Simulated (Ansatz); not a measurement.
Ansatz (a program for electronic structure) input:

Ansatz 0.2 input:
```yaml
crystal:
  lattice:
    - [0.0, 2.8315004548, 2.8315004548]
    - [2.8315004548, 0.0, 2.8315004548]
    - [2.8315004548, 2.8315004548, 0.0]
  atoms:
    - { symbol: Sr, position: [0.0, 0.0, 0.0] }
    - { symbol: F, position: [0.75, 0.75, 0.75] }
    - { symbol: F, position: [0.25, 0.25, 0.25] }
kpoints:
  mp_grid: { grid: [9, 9, 9] }
hamiltonian:
  xc: lda
  pseudopotentials: { kind: paw }
scf:
  occupations: { method: fixed }
elastic: { mode: relaxed_ion, stencil: two_point, amplitude: 0.005, f_tol: 0.0005 }
```

Output (shortened):

```
Pseudopotential: Sr, paw, valence charge 10
Pseudopotential: F, paw, valence charge 7
Functional definition: SPW92
Crystal: 3 atoms, lattice volume = 45.403 Å³
Basis set: ecut = 420 eV, 893 PW (Γ)
Bands: 16, of which v1, the nominal top of the filled ones, is band 12 counted from 1 (11 counted from 0)
Symmetry: 48 space group operations
Space group: Fm-3m (ITA 225), of the structure as read, at distance tolerance 3.6e-5 Å
k-points: 35 of 729
SCF 1 converged in 10 iterations: F = -5038.309691 eV  dr2 = 3.52e-15
Crystal: 3 atoms, lattice volume = 45.176 Å³
Symmetry: 16 space group operations
k-points: 75 of 729
SCF 2 converged in 9 iterations: F = -5038.309047 eV  dr2 = 8.02e-16
Crystal: 3 atoms, lattice volume = 45.630 Å³
SCF 3 converged in 7 iterations: F = -5038.309248 eV  dr2 = 2.04e-14
Crystal: 3 atoms, lattice volume = 45.402 Å³
Symmetry: 8 space group operations
k-points: 125 of 729
SCF 4 converged in 9 iterations: F = -5038.309456 eV  dr2 = 3.22e-15
relax step   1: F+E_penalty+E_count = -5038.30945636 eV  Δ(F+E_penalty+E_count) = +0.000e0 eV  max|allowed force component| = 1.879e-2 eV/Å  Δτ_max = 0.0000 Å  (9 SCF iters, accepted)
Crystal: 3 atoms, lattice volume = 45.402 Å³
SCF 5 converged in 8 iterations: F = -5038.309509 eV  dr2 = 7.55e-14
relax step   2: F+E_penalty+E_count = -5038.30950898 eV  Δ(F+E_penalty+E_count) = -5.262e-5 eV  max|allowed force component| = 4.529e-3 eV/Å  Δτ_max = 0.0037 Å  (8 SCF iters, accepted)
Crystal: 3 atoms, lattice volume = 45.402 Å³
SCF 6 converged in 7 iterations: F = -5038.309512 eV  dr2 = 1.06e-14
relax step   3: F+E_penalty+E_count = -5038.30951222 eV  Δ(F+E_penalty+E_count) = -3.246e-6 eV  max|allowed force component| = 1.066e-7 eV/Å  Δτ_max = 0.0007 Å  (7 SCF iters, accepted)
Crystal: 3 atoms, lattice volume = 45.402 Å³
SCF 7 converged in 2 iterations: F = -5038.309512 eV  dr2 = 2.25e-15
Crystal: 3 atoms, lattice volume = 45.402 Å³
SCF 8 converged in 9 iterations: F = -5038.309456 eV  dr2 = 3.52e-14
relax step   1: F+E_penalty+E_count = -5038.30945638 eV  Δ(F+E_penalty+E_count) = +0.000e0 eV  max|allowed force component| = 1.879e-2 eV/Å  Δτ_max = 0.0000 Å  (9 SCF iters, accepted)
Crystal: 3 atoms, lattice volume = 45.402 Å³
SCF 9 converged in 8 iterations: F = -5038.309512 eV  dr2 = 6.37e-14
relax step   2: F+E_penalty+E_count = -5038.30951223 eV  Δ(F+E_penalty+E_count) = -5.585e-5 eV  max|allowed force component| = 5.126e-7 eV/Å  Δτ_max = 0.0030 Å  (8 SCF iters, accepted)
Crystal: 3 atoms, lattice volume = 45.402 Å³
SCF 10 converged in 2 iterations: F = -5038.309512 eV  dr2 = 8.59e-15
SCF converged after 10 iterations
Free energy (F): -5038.309691 eV
Harris-Foulkes:  -5038.309691 eV  (|F-HF|=2.73e-12)
Internal energy: -5038.309691 eV  (E = F + TS)
E sigma→0 (E₀):  -5038.309691 eV
Fermi energy:    3.320385 eV
--- Per-component energies (eV) ---
  E_band       = -134.567855
  E_kinetic    = 659.698184
  E_local      = -1750.159102  (includes V_loc(G=0)·N_el)
  E_nonlocal   = 358.063404
  E_hartree    = 571.109483
  E_xc         = -329.791422
  E_vxc        = -366.638321  (∫ρ·V_xc dr)
  E_paw        = -2972.339662  (= ΣΔE_a)
  E_vpaw       = -177.755049  (= ΣTr[D̂ρ^β])
  E_aug_tail   = 0.004065  (compensation charges beyond the density's cutoff)
  E_ewald      = -1575.415280
  E_core_change = 0.520639  (= ΣΔE_core)
  E_smearing   =  0.000000  (= −TS)
  E_closure    =  0.000000  (closes the sum)
  Σ components = -5038.309691   (vs F -5038.309691, Δ=0.00e0)
--- Forces (eV/Å), atoms counted from 1 ---
  atom   1  Sr     0.00000000     0.00000000     0.00000000
  atom   2  F      0.00000000     0.00000000     0.00000000
  atom   3  F      0.00000000     0.00000000     0.00000000
  max |Σ_I F_I| component: 9.25e-18 eV/Å
--- Stress (GPa, compression-positive) ---
        0.008530       0.000000       0.000000
        0.000000       0.008530       0.000000
        0.000000       0.000000       0.008530
  P = ⅓ Tr σ = 0.0085 GPa (0.085 kbar)
--- Band table (eV; the first three rows and the last of 35) ---
  k-point 0: bands = ["-26.2066", "-15.7451", "-15.2685", "-8.1350", "-8.1350", "-8.1350", "1.3960", "1.3960", "1.3960", "3.2423", "3.2423", "3.2423", "10.2986", "13.6084", "13.6084", "16.5052"]
  k-point 1: bands = ["-26.1960", "-15.7676", "-15.2935", "-8.1492", "-8.1492", "-8.1216", "1.4587", "1.4587", "1.5357", "3.1057", "3.2018", "3.2018", "10.6252", "13.6160", "13.6160", "16.3434"]
  k-point 2: bands = ["-26.1691", "-15.8141", "-15.3688", "-8.1848", "-8.1848", "-8.0815", "1.6205", "1.6205", "1.8899", "2.8047", "3.1013", "3.1013", "11.4197", "13.6457", "13.6457", "15.9568"]
  k-point 34: bands = ["-26.0866", "-15.8213", "-15.7266", "-8.4296", "-8.1086", "-7.9822", "1.5045", "1.9634", "2.5876", "2.7426", "3.1202", "3.2154", "11.7822", "14.4081", "14.4650", "14.6708"]
--- Elastic constants: 2 strain directions × 2 members + reference (group order 48) ---
  dense FFT box of the reference and of every strained cell: 27×27×27
  strains applied: 11, 23; error gains: componentwise 1.00 (the most a stress slope's error grows in a printed constant), spectral 1.73 (1 for all six strains …
  C = ∂σ_k/∂η_j (tension-positive GPa; Voigt order 11 22 33 23 13 12):
       139.956     57.963     57.963      0.000      0.000      0.000
        57.963    139.956     57.963      0.000      0.000      0.000
        57.963     57.963    139.956      0.000      0.000      0.000
         0.000      0.000      0.000     35.884      0.000      0.000
         0.000      0.000      0.000      0.000     35.884      0.000
         0.000      0.000      0.000      0.000      0.000     35.884
  reference stress σ⁰ (GPa):     -0.009     -0.009     -0.009      0.000      0.000      0.000
  moduli (Voigt/Reuss/Hill, GPa): K = 85.29/85.29/85.29   G = 37.93/37.77/37.85   E = 98.91   ν = 0.307
  mechanically stable: yes (min eigenvalue of sym C = 35.88 GPa)
  strain η (Voigt 11):  stress-route row diagonal C_11 = 139.96 GPa, energy-path curvature d²(F+E_count+ΔE)/dδ²/Ω₀ = 140.72 GPa
         δ    σ_11 (GPa)             F (eV)   n_scf  n_hpsi   n_pw
    -5.000e-3      -0.7143       -5038.3090466       9   26348    903   relax 0 steps, max|allowed force component| 5.55e-17 eV/Å
     5.000e-3       0.6853       -5038.3092482       7   23000    911   relax 0 steps, max|allowed force component| 5.55e-17 eV/Å
  strain η (Voigt 23):  stress-route row diagonal C_44 = 35.88 GPa, energy-path curvature d²(F+E_count+ΔE)/dδ²/Ω₀ = 36.57 GPa
         δ    σ_23 (GPa)             F (eV)   n_scf  n_hpsi   n_pw
    -5.000e-3      -0.1794       -5038.3095122       2   19985    907   relax 3 steps, max|allowed force component| 1.07e-7 eV/Å
     5.000e-3       0.1794       -5038.3095122       2   20085    907   relax 2 steps, max|allowed force component| 5.13e-7 eV/Å
```

Cost: roughly 40 core-seconds on shared cores.

The LDA relaxation kept the symmetry of its start; phonons on a q-mesh show no instability. Spin–orbit coupling is left out wherever it is not named.

Potentials: the later of the program's two PAW sets.

Ansatz is a plane-wave DFT program.
